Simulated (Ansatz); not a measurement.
# BaSnO3: carrier doping

The reference is BaSnO₃ in the cubic perovskite structure (space group Pm-3m, No. 221; a = 4.1313 Å).

Carriers are added at fixed cell with a uniform background; the Fermi–Dirac width is that of 300 K.

Computed with plane-wave PAW DFT at the r2SCAN level (Ansatz, a program for electronic structure, 500 eV), no spin-orbit coupling.

Candidates:
(a) holes 2.0×10^22 cm⁻³
(b) holes 7.0×10^21 cm⁻³
(c) holes 1.0×10^22 cm⁻³
(d) electrons 1.0×10^22 cm⁻³

Before the change:

- Gap between the host's bands: 1.56 eV

Task: Order them by gap between the host's bands, lowest first.

Result: (b) holes 7.0×10^21 cm⁻³ (1.81 eV), (d) electrons 1.0×10^22 cm⁻³ (1.84 eV), (c) holes 1.0×10^22 cm⁻³ (1.91 eV), (a) holes 2.0×10^22 cm⁻³ (2.24 eV)

Carriers are added with a uniform compensating background; total energy and stress of such cells depend on the potential's zero and are not compared; many-body gap narrowing is missing at this level. Stability against distortions was not tested.
